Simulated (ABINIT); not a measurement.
# AlN (P6_3mc) in ABINIT: notebook

Aim: see how the results for AlN move with the level of theory and the settings. Levels: PBE, PBEsol, revPBE, AM05, BLYP. Tasks: band structure.

Program: ABINIT 10.8.3 (patched build). These are calculated values, not measurements. Logs are shortened: lines on timing, memory, paths and dates and some standing lists are left out, and cuts for length are marked. The log counts tension as positive stress, the text compression.

**The experiment to reproduce.**

“Structural and optical properties of self-assembled AlN nanowires grown on SiO2/Si substrates by molecular beam epitaxy”, 2024, arxiv:2402.00216 quotes, for a bulk crystal of AlN at 0 K: band gap 6.0343 eV (an exciton energy, a little under the gap).

“Self-assembly of well-separated AlN nanowires directly on sputtered metallic TiN films”, 2019, arxiv:1910.07391 quotes, for a bulk crystal of AlN at 10 K: band gap 6.034 eV (an exciton energy, a little under the gap).

The runs below are set against these values where they give the same quantity.

## Step 1: Starting point

The structure is hexagonal, space group P6_3mc (No. 186). Conventional cell: a = 3.113 Å, b = 3.113 Å, c = 4.981 Å, α = 90.00°, β = 90.00°, γ = 120.00°. Al (site symmetry 3m) has 4 N at 1.89 Å as nearest neighbours. N (site symmetry 3m) is surrounded by 4 Al at 1.89 Å.

## Step 2: Band structure, PBE

run.abi reads:

```
ndtset 2

pp_dirpath "./"
pseudos "13_Al_3_1.9_1.9_pbe_n_v1.0.psp8, 07_N_5_1.2_1.4_pbe_n_v1.0.psp8"

acell 5.882717426 5.882717426 9.4127258268
rprim
     1.0000000000     0.0000000000     0.0000000000
    -0.5000000000     0.8660254038     0.0000000000
     0.0000000000     0.0000000000     1.0000000000
ntypat 2
znucl 13 7
natom 4
typat 1 1 2 2
xcart
     1.5565000002     0.8986456939     2.4905000000
    -0.0000000002     1.7972913881     0.0000000000
     1.5565000002     0.8986456939     4.3832800000
    -0.0000000002     1.7972913881     1.8927800000 Angstrom

ecut 34.0

ixc 11

occopt 3
tsmear 0.05 eV

nstep 100

iomode 3
prtwf 0
prteig 0
prtebands 0
enunit 1
prtden1 1
prtvha1 1
prtvclmb1 1
prtpot1 1
prtelf1 1

kptopt1 1
ngkpt1 10 10 6
nshiftk1 1
shiftk1 0.0 0.0 0.0
nband1 12
tolvrs1 1.0e-10

iscf2 -2
getden2 1
nband2 16
nbdbuf2 2
tolwfr2 1.0e-12
kptopt2 -7
ndivsm2 6
prteig2 1
kptbounds2
     0.0000000000     0.0000000000     0.0000000000
     0.5000000000     0.0000000000     0.0000000000
     0.3333333333     0.3333333333     0.0000000000
     0.0000000000     0.0000000000     0.0000000000
     0.0000000000     0.0000000000     0.5000000000
     0.5000000000     0.0000000000     0.5000000000
     0.3333333333     0.3333333333     0.5000000000
     0.0000000000     0.0000000000     0.5000000000
```

Potentials or basis: SPMS NC PBE v1.0.

Started as:

```console
$ abinit run.abi > log 2>&1
```

run.abo:

```text
.Version 10.8.3 of ABINIT
 DATASET    1 : space group P6_3 m c (#186); Bravais hP (primitive hexag.)
================================================================================
 Values of the parameters that define the memory need for DATASET  1.
     intxc =       0    ionmov =       0      iscf =       7    lmnmax =       6
     lnmax =       6     mgfft =      50  mpssoang =       3    mqgrid =    3001
     natom =       4  nloc_mem =       1    nspden =       1   nspinor =       1
    nsppol =       1      nsym =      12    n1xccc =    2501    ntypat =       2
    occopt =       3   xclevel =       2
       mpw =        2701          nfft =       51200          nkpt =          56
================================================================================
================================================================================

 DATASET    2 : space group P6_3 m c (#186); Bravais hP (primitive hexag.)
================================================================================
 Values of the parameters that define the memory need for DATASET  2.
     intxc =       0    ionmov =       0      iscf =      -2    lmnmax =       6
     lnmax =       6     mgfft =      50  mpssoang =       3    mqgrid =    3001
     natom =       4  nloc_mem =       1    nspden =       1   nspinor =       1
    nsppol =       1      nsym =      12    n1xccc =    2501    ntypat =       2
    occopt =       3   xclevel =       2
       mpw =        2701          nfft =       51200          nkpt =          67
================================================================================
================================================================================

--------------------------------------------------------------------------------
------------- Echo of variables that govern the present computation ------------
--------------------------------------------------------------------------------
 -outvars: echo values of preprocessed input variables --------
            acell      5.8827174260E+00  5.8827174260E+00  9.4127258268E+00 Bohr
              amu      2.69815390E+01  1.40067400E+01
             ecut      3.40000000E+01 Hartree
           enunit           1
           getden1          0
           getden2          1
             iscf1          7
             iscf2         -2
                       outvar_i_n : Printing only first  50 k-points.
              ixc          11
           jdtset        1    2
                       outvar_i_n : Printing only first  50 k-points.
           kptopt1          1
           kptopt2         -7
         kptrlatt       10    0    0      0   10    0      0    0    6
          kptrlen1     5.64763550E+01
          kptrlen2     3.00000000E+01
            natom           4
            nband1         12
            nband2         16
           nbdbuf1          0
           nbdbuf2          2
           ndtset           2
           ndivsm1          0
           ndivsm2          6
            ngfft          32      32      50
             nkpt1         56
             nkpt2         67
            nstep         100
             nsym          12
           ntypat           2
                       prtocc : prtvol=0, do not print more k-points.
           occopt           3
        prtebands           0
           prteig1          0
           prteig2          1
           prtelf1          1
           prtelf2          0
           prtpot1          1
           prtpot2          0
         prtvclmb1          1
         prtvclmb2          0
           prtvha1          1
           prtvha2          0
            prtwf           0
            rprim      1.0000000000E+00  0.0000000000E+00  0.0000000000E+00
                      -5.0000000000E-01  8.6602540380E-01  0.0000000000E+00
                       0.0000000000E+00  0.0000000000E+00  1.0000000000E+00
           shiftk1     0.00000000E+00  0.00000000E+00  0.00000000E+00
[... 263 lines left out ...]
  3.09E-13  3.85E-13  6.00E-13  2.63E-13  1.43E-13  5.63E-13  5.73E-13  5.94E-13
[... 374 lines left out ...]
  1.2154E-01  1.2154E-01  3.9091E-01  3.9091E-01  5.0405E-01  5.0405E-01
  5.7443E-01  5.7443E-01  5.7596E-01  5.7596E-01
 Non-SCF case, kpt   66 (  0.02564  0.02564  0.50000), residuals and eigenvalues=
  2.34E-13  4.28E-13  3.83E-13  6.50E-13  2.23E-13  9.14E-13  1.82E-13  2.90E-13
  3.78E-13  7.26E-13  5.86E-13  7.83E-13  8.50E-13  9.89E-13  5.95E-13  5.60E-13
 -3.7956E-01 -3.7956E-01  2.1637E-02  2.1637E-02  1.2173E-01  1.2173E-01
  1.2390E-01  1.2390E-01  3.8429E-01  3.8429E-01  5.1753E-01  5.1753E-01
  5.6879E-01  5.6879E-01  5.7002E-01  5.7002E-01
 Non-SCF case, kpt   67 (  0.00000  0.00000  0.50000), residuals and eigenvalues=
  2.66E-13  3.29E-13  2.34E-13  9.60E-13  3.28E-13  3.01E-13  3.00E-13  7.58E-13
  1.52E-13  2.11E-13  6.95E-13  8.14E-13  7.47E-13  6.08E-13  8.47E-13  2.25E-12
 -3.8036E-01 -3.8036E-01  2.1812E-02  2.1812E-02  1.2468E-01  1.2468E-01
  1.2468E-01  1.2468E-01  3.8164E-01  3.8164E-01  5.2412E-01  5.2412E-01
  5.6656E-01  5.6656E-01  5.6656E-01  5.6656E-01

--- !ResultsGS
iteration_state: {dtset: 2, }
comment   : Summary of ground state results
lattice_vectors:
- [  5.8827174,   0.0000000,   0.0000000, ]
- [ -2.9413587,   5.0945827,   0.0000000, ]
- [  0.0000000,   0.0000000,   9.4127258, ]
lattice_lengths: [   5.88272,    5.88272,    9.41273, ]
lattice_angles: [ 90.000,  90.000, 120.000, ] # degrees, (23, 13, 12)
lattice_volume:   2.8209930E+02
convergence: {deltae:  0.000E+00, res2:  0.000E+00, residm:  9.991E-13, diffor:  0.000E+00, }
etotal    :  -2.55854662E+01
entropy   :   0.00000000E+00
fermie    :   2.05963953E-01
cartesian_stress_tensor: null
pressure_GPa: null
xred      :
- [  6.6667E-01,   3.3333E-01,   5.0000E-01, Al]
- [  3.3333E-01,   6.6667E-01,   0.0000E+00, Al]
- [  6.6667E-01,   3.3333E-01,   8.8000E-01,  N]
- [  3.3333E-01,   6.6667E-01,   3.8000E-01,  N]
cartesian_forces: null
force_length_stats: {min: null, max: null, mean: null, }
...

 Integrated electronic density in atomic spheres:
 ------------------------------------------------
 Atom  Sphere_radius  Integrated_density
    1        2.00000          1.09473082
    2        2.00000          1.09473082
    3        2.00000          5.38712644
    4        2.00000          5.38712644
================================================================================

 ----iterations are completed or convergence reached----

 Mean square residual over all n,k,spin=   51.619E-14; max=  99.913E-14
 reduced coordinates (array xred) for    4 atoms
       0.666666667000      0.333333333664      0.500000000000
       0.333333333666      0.666666666997      0.000000000000
       0.666666667000      0.333333333664      0.880000000256
       0.333333333666      0.666666666997      0.380000000256

 cartesian coordinates (angstrom) at end:
    1      1.55649999947732     0.89864569429687     2.49049999832074
    2      0.00000000052268     1.79729138770313     0.00000000000000
    3      1.55649999947732     0.89864569429687     4.38327999832075
    4      0.00000000052268     1.79729138770313     1.89278000000000
 length scales=  5.882717426000  5.882717426000  9.412725826800 bohr
              =  3.112999997909  3.112999997909  4.980999996641 angstroms
 Eigenvalues (   eV  ) for nkpt=  67  k points:
 kpt#   1, nband= 16, wtk=  1.00000, kpt=  0.0000  0.0000  0.0000 (reduced coord)
 -11.23820   -9.08904   -2.06802    3.07613    3.07613    3.72794    3.72794    3.90862
   8.14029   10.58823   14.51475   15.09786   15.09786   17.08888   17.09154   17.09154
 kpt#   2, nband= 16, wtk=  1.00000, kpt=  0.0455  0.0000  0.0000 (reduced coord)
 -11.21175   -9.07400   -2.03670    2.94876    3.03916    3.59336    3.72525    3.89892
   8.27597   10.70473   14.40491   14.88904   15.17484   16.98788   17.12526   17.13053
 kpt#   3, nband= 16, wtk=  1.00000, kpt=  0.0909  0.0000  0.0000 (reduced coord)
 -11.13315   -9.02992   -1.94286    2.59016    2.93832    3.24635    3.71206    3.86377
   8.62879   11.01764   14.08190   14.40333   15.40046   16.72658   17.11936   17.14764
 kpt#   4, nband= 16, wtk=  1.00000, kpt=  0.1364  0.0000  0.0000 (reduced coord)
 -11.00442   -8.96038   -1.78809    2.06384    2.78207    2.79371    3.68074    3.79928
   9.09295   11.42004   13.54564   13.91826   15.75490   16.44865   16.68357   16.95038
 kpt#   5, nband= 16, wtk=  1.00000, kpt=  0.1818  0.0000  0.0000 (reduced coord)
 -10.82915   -8.87156   -1.57501    1.44577    2.26580    2.62580    3.62964    3.70010
   9.57305   11.71718   12.87814   13.67213   16.14522   16.15633   16.23607   16.66243
 kpt#   6, nband= 16, wtk=  1.00000, kpt=  0.2273  0.0000  0.0000 (reduced coord)
 -10.61280   -8.77243   -1.30755    0.80092    1.73803    2.45190    3.56000    3.56277
[... 170 lines left out ...]
 -10.01478  -10.01478    0.37779    0.37779    2.57847    2.57847    3.04871    3.04871
  10.92198   10.92198   13.19695   13.19695   15.61578   15.61578   16.28359   16.28359
 kpt#  64, nband= 16, wtk=  1.00000, kpt=  0.0769  0.0769  0.5000 (reduced coord)
 -10.15730  -10.15730    0.50728    0.50728    2.83028    2.83028    3.19885    3.19885
  10.83014   10.83014   13.37557   13.37557   15.68352   15.68352   15.94475   15.94475
 kpt#  65, nband= 16, wtk=  1.00000, kpt=  0.0513  0.0513  0.5000 (reduced coord)
 -10.26319  -10.26319    0.56719    0.56719    3.10149    3.10149    3.30719    3.30719
  10.63716   10.63716   13.71590   13.71590   15.63101   15.63101   15.67277   15.67277
 kpt#  66, nband= 16, wtk=  1.00000, kpt=  0.0256  0.0256  0.5000 (reduced coord)
 -10.32827  -10.32827    0.58877    0.58877    3.31255    3.31255    3.37152    3.37152
  10.45702   10.45702   14.08282   14.08282   15.47743   15.47743   15.51103   15.51103
 kpt#  67, nband= 16, wtk=  1.00000, kpt=  0.0000  0.0000  0.5000 (reduced coord)
 -10.35020  -10.35020    0.59355    0.59355    3.39278    3.39278    3.39278    3.39278
  10.38488   10.38488   14.26214   14.26214   15.41693   15.41693   15.41693   15.41693

== END DATASET(S) ==============================================================
================================================================================

 -outvars: echo values of variables after computation  --------
            acell      5.8827174260E+00  5.8827174260E+00  9.4127258268E+00 Bohr
           etotal1    -2.5585466241E+01
            fcart1     0.0000000000E+00  0.0000000000E+00 -2.5391844185E-03
                      -1.8308853057E-28 -1.0570621241E-28 -2.5391844185E-03
                      -9.1544265283E-29 -5.2853106203E-29  2.5391844185E-03
                       2.7463279585E-28  1.5855931861E-28  2.5391844185E-03
            rprim      1.0000000000E+00  0.0000000000E+00  0.0000000000E+00
                      -5.0000000000E-01  8.6602540380E-01  0.0000000000E+00
                       0.0000000000E+00  0.0000000000E+00  1.0000000000E+00
           strten1    -7.3943971693E-05 -7.3943971930E-05 -1.3056513632E-04
                       0.0000000000E+00  0.0000000000E+00  0.0000000000E+00
           xangst      1.5564999995E+00  8.9864569430E-01  2.4904999983E+00
                       5.2268488550E-10  1.7972913877E+00  0.0000000000E+00
                       1.5564999995E+00  8.9864569430E-01  4.3832799983E+00
                       5.2268488550E-10  1.7972913877E+00  1.8927800000E+00
             xred      6.6666666700E-01  3.3333333366E-01  5.0000000000E-01
                       3.3333333367E-01  6.6666666700E-01  0.0000000000E+00
                       6.6666666700E-01  3.3333333366E-01  8.8000000026E-01
                       3.3333333367E-01  6.6666666700E-01  3.8000000026E-01
 Calculation completed.
```

Run time: 92 s. Hardware: 1 thread of Arm Neoverse V1, shared host; peak memory 0.11 GiB.

What came out:

* Free energy: -696.2160 eV
* Pressure: 2.7 GPa
* Largest force: 0.131 eV/Å
* Band gap on the k mesh: 4.23 eV, direct
* Band gap along the path: 4.23 eV, direct
* Valence electrons inside the program's atomic spheres: Al 1.09; N 5.39

Forces on the atoms (eV/Å):
```
Al   0.000  0.000 -0.131
Al   0.000  0.000 -0.131
N    0.000  0.000  0.131
N    0.000  0.000  0.131
```

Levels at the corners of the path, in eV from the valence-band top:
| point | band 4 | band 5 | band 6 | band 7 | band 8 | band 9 | band 10 | band 11 | band 12 | band 13 |
| --- | --- | --- | --- | --- | --- | --- | --- | --- | --- | --- |
| Γ | -0.83 | -0.83 | -0.18 | -0.18 | 0.00 | 4.23 | 6.68 | 10.61 | 11.19 | 11.19 |
| M | -4.13 | -3.33 | -2.06 | -1.77 | -0.66 | 5.82 | 5.84 | 8.22 | 10.30 | 10.94 |
| K | -3.75 | -3.75 | -2.42 | -2.37 | -2.37 | 5.07 | 8.38 | 9.70 | 9.70 | 11.56 |
| Γ | -0.83 | -0.83 | -0.18 | -0.18 | 0.00 | 4.23 | 6.68 | 10.61 | 11.19 | 11.19 |
| A | -3.32 | -0.52 | -0.52 | -0.52 | -0.52 | 6.48 | 6.48 | 10.35 | 10.35 | 11.51 |
| L | -5.57 | -1.44 | -1.44 | -1.35 | -1.35 | 5.34 | 5.34 | 9.32 | 9.32 | 11.82 |
| H | -4.81 | -3.83 | -3.83 | -0.78 | -0.78 | 7.44 | 7.44 | 7.88 | 7.88 | 11.92 |
| A | -3.32 | -0.52 | -0.52 | -0.52 | -0.52 | 6.48 | 6.48 | 10.35 | 10.35 | 11.51 |

## Step 3: Band structure, PBEsol

run.abi, as its differences from that of step 2:

```diff
@@ -3,5 +3,5 @@
 pp_dirpath "./"
-pseudos "13_Al_3_1.9_1.9_pbe_n_v1.0.psp8, 07_N_5_1.2_1.4_pbe_n_v1.0.psp8"
+pseudos "Al.GGA_PBE-JTH.xml, N.GGA_PBE-JTH.xml"
 
-acell 5.882717426 5.882717426 9.4127258268
+acell 3.113 3.113 4.981 Angstrom
 rprim
@@ -20,5 +20,6 @@
 
-ecut 34.0
+ecut 680.284656 eV
+pawecutdg 47.0
 
-ixc 11
+ixc -116133
 
@@ -35,6 +36,2 @@
 prtden1 1
-prtvha1 1
-prtvclmb1 1
-prtpot1 1
-prtelf1 1
 
@@ -45,3 +42,3 @@
 nband1 12
-tolvrs1 1.0e-10
+tolvrs1 1.0e-9
 
@@ -53,4 +50,5 @@
 kptopt2 -7
-ndivsm2 6
+ndivsm2 5
 prteig2 1
+prtvol2 -3
 kptbounds2
```

Potentials or basis: JTH PAW PBE v2.0.

Started as:

```console
$ abinit run.abi > log 2>&1
```

Wall time 67 s (1 thread of Arm Neoverse V1, shared host); peak memory 0.13 GiB.

It converged, with:

```
Free energy                                           : -664.0257 eV
Largest force                                         : 0.133 eV/Å
Band gap on the k mesh                                : 4.12 eV, direct
Valence electrons inside the program's atomic spheres : Al 0.90; N 2.62
```

Forces in eV/Å, atoms in the order of the input:
```
Al   0.000  0.000 -0.133
Al   0.000  0.000 -0.133
N    0.000  0.000  0.133
N    0.000  0.000  0.133
```

Levels at the corners of the path, in eV from the valence-band top:
| point | band 4 | band 5 | band 6 | band 7 | band 8 | band 9 | band 10 | band 11 | band 12 | band 13 |
| --- | --- | --- | --- | --- | --- | --- | --- | --- | --- | --- |
| Γ | -0.84 | -0.84 | -0.18 | -0.18 | 0.00 | 4.12 | 6.54 | 10.49 | 11.03 | 11.03 |
| M | -4.18 | -3.38 | -2.09 | -1.81 | -0.67 | 5.67 | 5.68 | 8.08 | 10.19 | 10.78 |
| K | -3.80 | -3.80 | -2.46 | -2.41 | -2.41 | 4.88 | 8.25 | 9.58 | 9.58 | 11.47 |
| Γ | -0.84 | -0.84 | -0.18 | -0.18 | 0.00 | 4.12 | 6.54 | 10.49 | 11.03 | 11.03 |
| A | -3.36 | -0.52 | -0.52 | -0.52 | -0.52 | 6.36 | 6.36 | 10.20 | 10.20 | 11.34 |
| L | -5.65 | -1.46 | -1.46 | -1.37 | -1.37 | 5.17 | 5.17 | 9.15 | 9.15 | 11.73 |
| H | -4.87 | -3.90 | -3.90 | -0.79 | -0.79 | 7.30 | 7.30 | 7.73 | 7.73 | 11.84 |
| A | -3.36 | -0.52 | -0.52 | -0.52 | -0.52 | 6.36 | 6.36 | 10.20 | 10.20 | 11.34 |

Caveat: the cutoff is too short for stress, so the log's stress isn't used; the PAW data sets were made with another functional, which shifts forces and pressure a little.

## Step 4: Band structure, revPBE

run.abi, as its differences from that of step 3:

```diff
@@ -14,12 +14,12 @@
 typat 1 1 2 2
-xcart
-     1.5565000002     0.8986456939     2.4905000000
-    -0.0000000002     1.7972913881     0.0000000000
-     1.5565000002     0.8986456939     4.3832800000
-    -0.0000000002     1.7972913881     1.8927800000 Angstrom
+xred
+     0.6666666667     0.3333333333     0.5000000000
+     0.3333333333     0.6666666667     0.0000000000
+     0.6666666667     0.3333333333     0.8800000000
+     0.3333333333     0.6666666667     0.3800000000
 
-ecut 680.284656 eV
+ecut 25.0
 pawecutdg 47.0
 
-ixc -116133
+ixc 14
 
@@ -34,4 +34,6 @@
 prtebands 0
-enunit 1
 prtden1 1
+prtvha1 1
+prtvclmb1 1
+prtpot1 1
 
@@ -50,5 +52,4 @@
 kptopt2 -7
-ndivsm2 5
+ndivsm2 6
 prteig2 1
-prtvol2 -3
 kptbounds2
```

Started as:

```console
$ abinit run.abi > log 2>&1
```

It took 67 s on 1 thread of Arm Neoverse V1, shared host; peak memory 0.14 GiB.

The run converged. Its results:

| Item | Value |
| --- | --- |
| Free energy | -663.8866 eV |
| Largest force | 0.138 eV/Å |
| Band gap on the k mesh | 4.23 eV, direct |
| Valence electrons inside the program's atomic spheres | Al 0.89; N 2.63 |

Forces in eV/Å, atoms in the order of the input:
```
Al   0.000  0.000 -0.138
Al   0.000  0.000 -0.138
N    0.000  0.000  0.138
N    0.000  0.000  0.138
```

Levels at the corners of the path, in eV from the valence-band top:
```tsv
point	band 6	band 7	band 8	band 9	band 10	band 11
Γ	-0.18	-0.18	0.00	4.23	6.71	10.66
M	-2.05	-1.76	-0.65	5.84	5.87	8.24
K	-2.41	-2.36	-2.36	5.09	8.41	9.71
Γ	-0.18	-0.18	0.00	4.23	6.71	10.66
A	-0.51	-0.51	-0.51	6.50	6.50	10.40
L	-1.43	-1.34	-1.34	5.35	5.35	9.33
H	-3.82	-0.77	-0.77	7.46	7.46	7.89
A	-0.51	-0.51	-0.51	6.50	6.50	10.40
```

Caveat: the cutoff is too short for stress, so the log's stress isn't used; the PAW data sets were made with another functional, which shifts forces and pressure a little.

(Continued in part 2 of 2.)
